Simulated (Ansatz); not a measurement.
SnTe:

```
Te Sn
1.0
     0.00000    3.61115    3.61115
     3.61115    0.00000    3.61115
     3.61115    3.61115    0.00000
Te Sn
1 1
Direct
  0.25000 0.25000 0.25000
  0.00000 0.00000 0.00000
```

Measurements of this composition are mostly on another form, of space group No. 225.

Base run:

| Property | Result |
| --- | --- |
| Program | Ansatz 0.2.0 |
| Functional | PBEsol |
| Potentials or basis | all-electron LAPW, scalar-relativistic |
| Cutoff | 189 eV |
| Density cutoff | 756 eV |
| Basis error allowed | 0.001 eV/atom |
| k mesh | 7 × 7 × 7 |
| Occupations | fermi-dirac, width 0.05 eV |
| Spin | no spin polarisation |

Its results: pressure -1.4 GPa.

Problem. After a change of settings the same cell gave: pressure -2.2 GPa. Which change was it?
A. functional from PBEsol to LDA
B. potentials or basis from all-electron LAPW, scalar-relativistic to all-electron LAPW, non-relativistic
C. potentials or basis from all-electron LAPW, scalar-relativistic to all-electron PAW datasets made for the crystal
D. potentials or basis from all-electron LAPW, scalar-relativistic to all-electron LAPW, inner shells corrected to Dirac's equation

Solution. A.

LDA binds more tightly than PBEsol, so the same cell stands under less pressure.

Not every run made on this cell is shown here.
